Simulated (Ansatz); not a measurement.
Crystal: CdTe.

```
Te Cd
1.0
     0.00000    3.20500    3.20500
     3.20500    0.00000    3.20500
     3.20500    3.20500    0.00000
Te Cd
1 1
Cartesian
  4.8075 4.8075 4.8075
  0.0000 0.0000 0.0000
```

Base run:

```yaml
Program: Ansatz 0.2.0
Functional: PBE
Potentials_or_basis: all-electron LAPW, scalar-relativistic
Cutoff: 260 eV (chosen from the basis error)
Basis_error_allowed: 0.001 eV/atom
k_mesh: 7 × 7 × 7
Occupations: gaussian, width 0.021 eV
Spin: no spin polarisation
```

Its results: band gap on the k mesh 0.87 eV, direct; pressure 4.3 GPa.

Problem. The run is repeated on the same cell with these changes: functional from PBE to PBEsol; occupations from gaussian, width 0.021 eV to gaussian, width 0.1 eV. What comes out?

Solution. Band gap on the k mesh 0.76 eV, direct; pressure 1.7 GPa.

Caveats: spin-orbit coupling is left out, which moves the levels of the heavy elements.

